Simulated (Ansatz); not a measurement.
# Si/AlP/CoSi2: a contact from a semiconductor to a metal, part 3 of 5

Is Si/AlP/CoSi2 a contact for electrons or for holes? The semiconductor is Si diamond(111), undoped, with its far face capped by hydrogen, and the metal is CoSi2 fluorite(111) turned by 180 degrees (type B), with AlP zinc blende(111) between them (whole bilayers). After relaxation the nearest pair at the metal is Si–Al at 2.52 Å, along the normal. The common net has a side of 3.868 Å, which strains the semiconductor by +0.0 %, the layer between by -0.7 % and the metal by +2.1 %, against typed lattice constants near PBE's. The first steps treat the bulk crystals alone.

Ansatz 0.2.0; PBE DFT, plane waves, PAW files (the session's first sound run).

So far. Step 4 (Relaxing the interfaces): The largest force component on a free atom ends at 0.037 eV/Å. At one or more of this run's solves the program warned of density in the dipole ramp over its bound, where dipole, forces and levels can be off.

### 5. T(E) from the semiconductor into the metal, atomic planes in the barrier 4, gap between the electrodes 8.82 Å

This step: PBE DFT, plane waves, PAW files; ballistic transmission by layer matching between semi-infinite leads (Ansatz 0.2.0).

System of this step: Si/AlP/CoSi2. The cell holds 52 atoms: 38 Si, 2 P, 2 Al, 9 Co and 1 H. Cell: a = 3.868 Å, b = 3.868 Å, c = 93.170 Å, α = 90.0°, β = 90.0°, γ = 120.0°. Regions: left electrode, 20 atoms (20 Si); barrier, 4 atoms (2 P and 2 Al); right electrode, 27 atoms (18 Si and 9 Co). Vacuum lies along c.

The semiconductor is one lead and the metal the other. The lead's open channels mark its band edges against the Fermi level.

File input.yaml:

```yaml
crystal:
  lattice:
    - [3.868, 0.0, 0.0]
    - [-1.934, 3.3497862618, 0.0]
    - [0.0, 0.0, 93.1695312626]
  atoms:
    - { symbol: Si, position: [0.66666667, 0.33333333, 0.1663634] }
    - { symbol: Si, position: [0.0, 0.0, 0.1748372916] }
    - { symbol: Si, position: [0.0, 0.0, 0.2002589662] }
    - { symbol: Si, position: [0.33333333, 0.66666667, 0.2087328577] }
    - { symbol: Si, position: [0.33333333, 0.66666667, 0.2341545323] }
    - { symbol: Si, position: [0.66666667, 0.33333333, 0.2426284239] }
    - { symbol: Si, position: [0.66666667, 0.33333333, 0.2680500985] }
    - { symbol: Si, position: [0.0, 0.0, 0.27652399] }
    - { symbol: Si, position: [0.0, 0.0, 0.3019456647] }
    - { symbol: Si, position: [0.33333333, 0.66666667, 0.3104195562] }
    - { symbol: Si, position: [0.33333333, 0.66666667, 0.3358412308] }
    - { symbol: Si, position: [0.66666667, 0.33333333, 0.3443151224] }
    - { symbol: Si, position: [0.66666667, 0.33333333, 0.369736797] }
    - { symbol: Si, position: [0.0, 0.0, 0.3782106885] }
    - { symbol: Si, position: [0.0, 0.0, 0.4036323631] }
    - { symbol: Si, position: [0.33333333, 0.66666667, 0.4121062547] }
    - { symbol: Si, position: [0.33333333, 0.66666667, 0.4375279293] }
    - { symbol: Si, position: [0.66666667, 0.33333333, 0.4460018208] }
    - { symbol: Si, position: [0.66666667, 0.33333333, 0.4713706423] }
    - { symbol: Si, position: [0.0, 0.0, 0.4794540564] }
    - { symbol: P, position: [0.0, 0.0, 0.5040065299] }
    - { symbol: Al, position: [0.33333333, 0.66666667, 0.5128325448] }
    - { symbol: P, position: [0.33333333, 0.66666667, 0.5381044526] }
    - { symbol: Al, position: [0.66666667, 0.33333333, 0.5471120711] }
    - { symbol: Si, position: [0.66666667, 0.33333333, 0.5741167781] }
    - { symbol: Co, position: [0.33333333, 0.66666667, 0.5806314311] }
    - { symbol: Si, position: [0.0, 0.0, 0.5876363791] }
    - { symbol: Si, position: [0.33333333, 0.66666667, 0.604648094] }
    - { symbol: Co, position: [0.0, 0.0, 0.6125234806] }
    - { symbol: Si, position: [0.66666667, 0.33333333, 0.6203988672] }
    - { symbol: Si, position: [0.0, 0.0, 0.6374105821] }
    - { symbol: Co, position: [0.66666667, 0.33333333, 0.6452859687] }
    - { symbol: Si, position: [0.33333333, 0.66666667, 0.6531613553] }
    - { symbol: Si, position: [0.66666667, 0.33333333, 0.6701730702] }
    - { symbol: Co, position: [0.33333333, 0.66666667, 0.6780484568] }
    - { symbol: Si, position: [0.0, 0.0, 0.6859238434] }
    - { symbol: Si, position: [0.33333333, 0.66666667, 0.7029355583] }
    - { symbol: Co, position: [0.0, 0.0, 0.7108109449] }
    - { symbol: Si, position: [0.66666667, 0.33333333, 0.7186863315] }
    - { symbol: Si, position: [0.0, 0.0, 0.7356980464] }
    - { symbol: Co, position: [0.66666667, 0.33333333, 0.743573433] }
    - { symbol: Si, position: [0.33333333, 0.66666667, 0.7514488196] }
    - { symbol: Si, position: [0.66666667, 0.33333333, 0.7684605345] }
    - { symbol: Co, position: [0.33333333, 0.66666667, 0.7763359211] }
    - { symbol: Si, position: [0.0, 0.0, 0.7842113077] }
    - { symbol: Si, position: [0.33333333, 0.66666667, 0.8012230226] }
    - { symbol: Co, position: [0.0, 0.0, 0.8090984092] }
    - { symbol: Si, position: [0.66666667, 0.33333333, 0.8169737958] }
    - { symbol: Si, position: [0.0, 0.0, 0.8339855107] }
    - { symbol: Co, position: [0.66666667, 0.33333333, 0.8418608973] }
    - { symbol: Si, position: [0.33333333, 0.66666667, 0.8497362838] }
    - { symbol: H, position: [0.66666667, 0.33333333, 0.1502637162] }
kpoints:
  mp_grid: { grid: [8, 8, 1] }
scf:
  occupations: { method: fermi_dirac, width: 0.1 }
  max_iter: 150
hamiltonian:
  xc: pbe
efield:
  axis: 3
  dipole_correction: true
output:
  transmission:
    kmesh: [12, 12]
    e_range: [-2.5, 2.5]
    de: 0.05
    leads: [[8, 10], [37, 40]]
  dos: { projected: true, e_range: [-6, 5], de: 0.05 }
  write_potential: true
  write_density: true
  volumetric_format: npy
  elf: true
```

The run is started by

```bash
ansatz run input.yaml --threads 8 --pin off --max-ram 24576MiB --backend cpu --events-out ev --progress --plain --runs-dir out
```

Numbers of over 12 decimals in the logs are rounded to 6 here.

The program printed:

```text
[...]
Crystal: 52 atoms, lattice volume = 1207.195 Å³
Basis set: ecut = 420 eV, 23819 PW (Γ)
Bands: 213, of which v1, the nominal top of the filled ones, is band 161 counted from 1 (160 counted from 0)
Symmetry: 6 space group operations
[...]
k-points: 10 of 64 (time reversal used)
[...]
SCF iter   1: F=—  HF=-72911.170745 eV  |F-HF|=—  |Δ(HF+E_count)|=         —  Δρ=6.04e-3  dr2=1.52e1  ethr=1.77e-3  p=-0.065 e·Å  D=-9.68e-3 V/Å  ΔV_dip=0.90 eV  dr2_dipole=4.86e0  V_vac-E_F(+/−)=4.60/3.70 eV  ⟨swp⟩=9.6  Hψ=11909  notcnv=0  defer=92
[...]
SCF iter  19: F=-72911.078410 eV  HF=-72911.078410 eV  |F-HF|=1.74e-8  |Δ(HF+E_count)|=   1.27e-7  Δρ=7.18e-7  dr2=2.70e-8  ethr=3.11e-11  p=-0.051 e·Å  D=-7.60e-3 V/Å  ΔV_dip=0.71 eV  dr2_dipole=1.61e-8  V_vac-E_F(+/−)=4.96/4.25 eV  ⟨swp⟩=17.3  Hψ=8699  notcnv=0
SCF 1 converged in 19 iterations: F = -72911.078410 eV  dr2 = 2.70e-8
[...]
transmission: 123 of 1197 steps passed
transmission: 249 of 1197 steps passed
[...]
transmission: 1197 of 1197 steps passed
WARN: The output density's exchange-correlation potential varies sharply where the density is thin. Do not read a vacuum level from v_tot or v_xc, or from such a field of the output density. On a cell that repeats whose density bears no net charge and no dipole along the vacuum's axis use v_es (v_loc + v_h of the components); under efield.dipole_correction with no amplitude use v_es + v_field, which holds any externa [...]
SCF converged after 19 iterations
Free energy (F): -72911.078410 eV
[...]
Internal energy: -72910.672513 eV  (E = F + TS)
E sigma→0 (E₀):  -72910.875462 eV
Entropy (-TS):   -0.405896 eV (-7.806 meV/atom)
Fermi energy:    4.939514 eV
Dipole field:    D = -0.007668 V/Å  (p = -0.051156 e·Å, saw-weighted, corrected)
Work function:   Φ+ = 4.9624 eV   Φ− = 4.2479 eV
[...]
--- Band table (eV; the first three rows and the last of 10) ---
  k-point 0: bands = [... 157 lower, 6.0375, 6.0628, 6.1371, 6.1477, 6.1477, 6.2719, 6.3280, 6.4321, ... 48 higher]
  k-point 1: bands = [... 157 lower, 5.7875, 5.8991, 6.0572, 6.1844, 6.2352, 6.3985, 6.4242, 6.4652, ... 48 higher]
  k-point 2: bands = [... 157 lower, 4.8491, 4.8976, 5.1587, 5.4762, 5.4801, 5.5306, 5.7355, 5.7656, ... 48 higher]
  k-point 9: bands = [... 157 lower, 4.1911, 4.2815, 4.3884, 4.4778, 4.4833, 4.5178, 4.5275, 5.0105, ... 48 higher]
--- Transmission ---
  basis      : 121 plane waves across, 63 finite elements along
  points     : 19, standing for a mesh of 12 x 12
  energies   : 101 from -2.500000 to 2.500000 eV about the Fermi level, 0.050000 eV apart; the leads are filled to 0.000000 eV, and channels, transmission and decay are at 0.000000 eV
  crystal 0  : Si2, at the sites [8, 10], period 3.1580 Å, over 30.00 Å; its Hamiltonian steps by up to 26.3 meV: too much for a lead, lay more layers or, if its atoms are ordered, name the step of that order
    offset         : up to 0.0000 Å between an atom of the period and one for which it stands
    channels       : 0.000000e0 a spin
    conductance    : none, the energies end too early or step too widely for 300 K: set another output.transmission.e_range or a lower de, or, where they end at an eighth of basis.ecutwfc, a higher one
    slowest decay  : 0.0936 /Å at (0.0000, 0.0000)
  crystal 1  : Si2Co1, at the sites [37, 40], period 3.0525 Å, over 25.44 Å; its Hamiltonian steps by up to 9.0 meV
[...]
channels       : 1.270833e0 a spin
[...]
slowest decay  : 0.0671 /Å at (0.4167, 0.0833)
  junction   : crystal 0 to crystal 1, 29.71 to 64.70 Å
    transmission   : 0.000000e0 a spin
[...]
```

The job ended after 3.4 min (8 threads of Arm Neoverse V2, shared host; peak memory 9.3 GiB).

This step gave:

```yaml
free_energy: -72911.0784 eV
fermi_energy: 4.940 eV
level_to_which_the_leads_are_filled: 0 eV from the Fermi level
transmission_at_the_fermi_level_a_spin_zone_mean: 0
channels_of_the_lower_lead: 0
channels_of_the_upper_lead: 1.271
potential_step_in_the_lower_lead: 26.3 meV
potential_step_in_the_upper_lead: 9 meV
work_function_upper_face: 4.962 eV
work_function_lower_face: 4.248 eV
dipole_moment: -0.05116 e·Å
dipole_field: -0.007668 V/Å
```

One spin. Transmission, zone mean against energy, zero at the Fermi level:

energy (eV), transmission, zone mean and a bar:
```
   -2.450      0.543 ####################
   -2.400      0.532 ###################
   -2.200      0.438 ################
   -2.000      0.184 #######
   -1.950      0.273 ##########
   -1.800      0.170 ######
   -1.600      0.101 ####
   -1.400      0.054 ##
   -1.200      0.019 #
   -1.000      0.006 
   -0.800      0.003 
   -0.600      0.001 
   -0.400      0.000 
   -0.200      0.000 
    0.000      0.000 
    0.200      0.000 
    0.400      0.006 
    0.600      0.021 #
    0.800      0.019 #
    1.000      0.031 #
    1.200      0.032 #
    1.400      0.041 #
    1.600      0.170 ######
    1.800      0.218 ########
    2.000      0.409 ###############
    2.200      0.567 ####################
    2.400      0.834 ##############################
```

One spin. The open channels, zone mean by energy, zero at the Fermi level:

| energy (eV) | lower lead | upper lead |
| --- | --- | --- |
| -2.400 | 1.63 | 1.15 |
| -2.200 | 1.59 | 1.44 |
| -2.000 | 1.55 | 1.55 |
| -1.800 | 1.34 | 2.10 |
| -1.600 | 1.02 | 1.79 |
| -1.400 | 0.771 | 1.24 |
| -1.200 | 0.646 | 1.72 |
| -1.000 | 0.354 | 1.63 |
| -0.800 | 0.312 | 1.67 |
| -0.600 | 0.146 | 1.94 |
| -0.400 | 0 | 1.79 |
| -0.200 | 0 | 1.60 |
| 0.000 | 0 | 1.27 |
| 0.200 | 0.0417 | 1.23 |
| 0.400 | 0.208 | 0.979 |
| 0.600 | 0.333 | 0.986 |
| 0.800 | 0.583 | 0.722 |
| 1.000 | 0.75 | 0.597 |
| 1.200 | 1.03 | 0.639 |
| 1.400 | 1.36 | 0.569 |
| 1.600 | 1.90 | 0.965 |
| 1.800 | 2.07 | 0.965 |
| 2.000 | 2.24 | 1.22 |
| 2.200 | 1.99 | 1.56 |
| 2.400 | 1.78 | 1.83 |

Projected DOS an atom over height of the atomic layer and energy from the Fermi level. Layers: H Si Si Si Si Si Si Si Si Si Si Si Si Si Si Si Si Si Si Si Si P Al P Al Si Co Si Si Co Si Si Co Si Si Co Si Si Co Si Si Co Si Si Co Si Si Co Si Si Co Si; projections on atoms miss part of the total, and the computed bands can run out at the top of the range; a column is the mean of 4 neighbouring layers, the last of those left over.

Ten even steps from '_' (0.00 states/eV) to '@' (2.28 states/eV), each cell a mean:
```
__________________________
__........................
............::::::::::::::
::----::::::::............
::::::::::::..............
::::::::::::::::::::::::..
..::::::::::....::........
__......::..____________..
________..______________..
____________..............
____________....::::..::--
____________--::==----==--
__......____==--**----##++
..::::::....==++@@++++@@==
::::::::::::----==::::==--
::----::----::::--::::--::
::::::------::::--::::--::
::::::::::--::--========--
::::::::::::::::::::::::..
______....::..............
__________................
__________..............__
```
Columns: height of the atomic layer (Å) from 16.1 to 77.9 (not evenly spaced); rows upwards: energy from the Fermi level (eV) from -6 to 5.

Valence density in the ca plane at fractional y = 0.333, with atoms of Si and Al and Co and H within 0.2 Å of it. It is the smooth field of the valence electrons, not physical close to the nuclei.

Ten steps, logarithmic in the rise over the least value, from '0' (0 e/Å³) to '9' (24 e/Å³), each cell a mean:
```
21100000100000001111000111221100011111111112
21100000000000001100111111121000001121111235
11100000000000000000011210011000001110122269
11100000000000000000011210011000001110122269
11100000000000001100111111111000001111111236
21100000000000001111000111221100011121111122
11100011111000011110000001121111111111111111
11100012221000011110000001122111112211101111
11100012221000011110000001122211112211101111
11100011111000011110000001121111111111111111
```
Columns run along c (16.0 Å, from fractional 0.47 to 0.65 of the cell), rows up along a (3.9 Å). Atoms in or near the plane, at fractional coordinates: Al at (0.55, 0.67), Si at (0.57, 0.67), Si at (0.62, 0.67), Co at (0.65, 0.67).

Electrostatic potential energy in the ca plane at fractional y = 0.333, with atoms of Si and Al and Co and H within 0.2 Å of it. With pseudopotentials it is smooth inside the atoms' cores, unlike the true potential.

Ten even steps from '0' (-48 eV) to '9' (8 eV), each cell a mean:
```
99999999999998889999888999999998888999888999
99999999999976667997424799999997425898523798
99999999999867876885000589999984001686000387
99999999999867876884000589999984000586000387
99999999999976667897313799999986314798412688
99999999999988778999878899999998778999878999
99999999999999999999999999999999999999999999
99988889999999999999999888998889999998999899
99988889999999999999999888998888999998899899
99999999999999999999999999999999999999999999
```
Columns run along c (16.0 Å, from fractional 0.49 to 0.66 of the cell; values clipped at the 3rd and 97th percentile), rows up along a (3.9 Å). Atoms in or near the plane, at fractional coordinates: Al at (0.55, 0.67), Si at (0.57, 0.67), Si at (0.62, 0.67), Co at (0.65, 0.67).

ELF in the ca plane at fractional y = 0.333, with atoms of Si and Al and Co and H within 0.2 Å of it. It is the smooth field of the valence electrons, not physical close to the nuclei.

Ten even steps from '0' (0.02) to '9' (0.95), each cell a mean:
```
11258987555568985211355531113578743556677653
00157764688745775100011110002454215888546652
00145333799733354100000000001210106999432331
00145333799733344100000000001210105999432331
00157754689745675100011100002353115898545652
11258886555568985201245421013577644566677653
22357886322357875223688852134678742223455554
43345653100135664335799973245677631001233455
43345653100135654335799973245677631001233455
32357875311357875223688852235678742123444555
```
Columns run along c (16.0 Å, from fractional 0.42 to 0.59 of the cell), rows up along a (3.9 Å). Atoms in or near the plane, at fractional coordinates: Si at (0.45, 0.67), Si at (0.47, 0.67), Al at (0.55, 0.67), Si at (0.57, 0.67).

The semiconductor's channels close between -0.45 and +0.20 eV. In the worse lead the potential repeats within 26 meV, which the program flags as too much for a lead, so the lead is short or a field runs through it.

[end of part 3 of 5]

[Logs are printed without paths, hosts, clocks, repeated set-up lines and the standing remarks that a program may print on its own settings, such as how far it seeks lower states.]

[Hosts, paths, dates, database ids (printed as entryN), source tags and the programs' standing remarks are cut or masked in the printed files.]
